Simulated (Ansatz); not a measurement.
# Hg: stress in a strained cell

Aim: deform Hg (equal xy, yz and zx engineering shear strains of -1 %) and compute stress, forces and field gradients with LAPW, PAW and all-electron datasets made for the crystal.

Computed with Ansatz 0.2.0 (DFT LDA, scalar-relativistic, unless a step's input says otherwise).

### 1 The structure to begin with

It takes space group R-3m (No. 166, trigonal). The conventional cell has a = 3.460 Å, b = 3.460 Å, c = 6.702 Å, α = 90.00°, β = 90.00°, γ = 120.00°. Around Hg (site symmetry -3m) lie 6 Hg at 3.00 Å.

Structure file:

```
Hg
1.0
     1.73000    0.99882    2.23400
    -1.73000    0.99882    2.23400
     0.00000   -1.99763    2.23400
Hg
1
Direct
  0.00000 0.00000 0.00000
```

### 2 The deformed structure

Space group R-3m before, P-1 after.

### 3 All-electron LAPW

input.yaml reads:

```yaml
crystal:
  lattice:
    - [1.7138363742, 0.9789962263, 2.2203559166]
    - [-1.7461645364, 0.9962962309, 2.2376559211]
    - [-0.0011818377, -2.0088024571, 2.2439881623]
  atoms:
    - { symbol: Hg, position: [0.0, 0.0, 0.0] }
kpoints:
  mp_grid: { grid: [12, 12, 12] }
  band_path:
    path:
      - [0.0, 0.0, 0.0]
      - [0.5, 0.0, 0.0]
      - [0.0, 0.5, 0.0]
      - [0.0, 0.0, 0.0]
      - [0.0, 0.0, 0.5]
      - [0.5, 0.5, 0.5]
      - [0.0, 0.0, 0.0]
      - [0.0, 0.5, 0.5]
      - [0.5, 0.0, 0.5]
    npoints: 5
scf:
  occupations: { method: fermi_dirac, width: 0.03 }
hamiltonian:
  xc: lda
  pseudopotentials: { kind: all_electron, lapw: { basis_error: 0.0005 } }
output:
  forces: true
  stress: true
  eigenvalues: true
```

Run with:

```
ansatz run input.yaml --threads 1 --pin off --max-ram 3072MiB --backend cpu --events-out ev --progress --plain --runs-dir out
```

### 4 PAW on the default files

input.yaml reads:

```yaml
crystal:
  lattice:
    - [1.7138363742, 0.9789962263, 2.2203559166]
    - [-1.7461645364, 0.9962962309, 2.2376559211]
    - [-0.0011818377, -2.0088024571, 2.2439881623]
  atoms:
    - { symbol: Hg, position: [0.0, 0.0, 0.0] }
kpoints:
  mp_grid: { grid: [12, 12, 12] }
scf:
  occupations: { method: fermi_dirac, width: 0.03 }
hamiltonian:
  xc: lda
  pseudopotentials: { kind: paw }
output:
  forces: true
  stress: true
  eigenvalues: true
  efg: { contact_densities: true }
```

### 5 All-electron PAW on datasets made for the crystal

input.yaml, as its differences from that of step 4:

```diff
@@ -13,3 +13,3 @@
   xc: lda
-  pseudopotentials: { kind: paw }
+  pseudopotentials: { kind: all_electron, datasets: crystal }
 output:
```

(Steps that only read results are left out.)

Q: Predict the outcome of this session. Wanted: pressure; largest shear or deviatoric stress.

**Answer**, as computed:

```
                                 quantity                                              value
                                 pressure  LAPW -1.64, PAW -1.64, crystal datasets -1.63 GPa
largest shear or deviatoric stress (LAPW)                                           0.85 GPa
```

What this shows: The largest part of the stress beyond the pressure is 0.85 GPa in size, in the zz component. No run of the undeformed cell stands beside it, so the pressure holds what the given cell had before the change. PAW: stress within 0.01 GPa of LAPW. Crystal datasets: stress within 0.01 GPa of LAPW. Spin-orbit coupling is left out, though the cell holds Hg; in elements this heavy it can shift bands and gaps by tenths of an eV.
